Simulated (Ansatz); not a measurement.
Crystal: HfN.

```
CELL_PARAMETERS angstrom
2.82503 0.00000 0.00000
0.00000 2.82503 0.00000
0.00000 0.00000 2.82503
ATOMIC_POSITIONS crystal
Hf 0.50000 0.50000 0.50000
N 0.00000 0.00000 0.00000
```

The cell was built by a generator and needn't be a form met in nature.

Base run:

```yaml
Program: Ansatz 0.2.0
Functional: PBE
Potentials_or_basis: Ansatz PAW
Cutoff: "420 eV (not typed: the program's choice for these potentials)"
k_mesh: 9 × 9 × 9
Occupations: fermi-dirac, width 0.05 eV
Spin: no spin polarisation
```

Its results: band gap on the k mesh none (metal or under the smearing width); pressure 0.1 GPa.

Problem. The run is repeated on the same cell with these changes: k mesh from 9 × 9 × 9 to 5 × 5 × 5. What comes out?

Solution. Band gap on the k mesh none (metal or under the smearing width); pressure -0.6 GPa.

Caveats: some runs use coarse meshes.
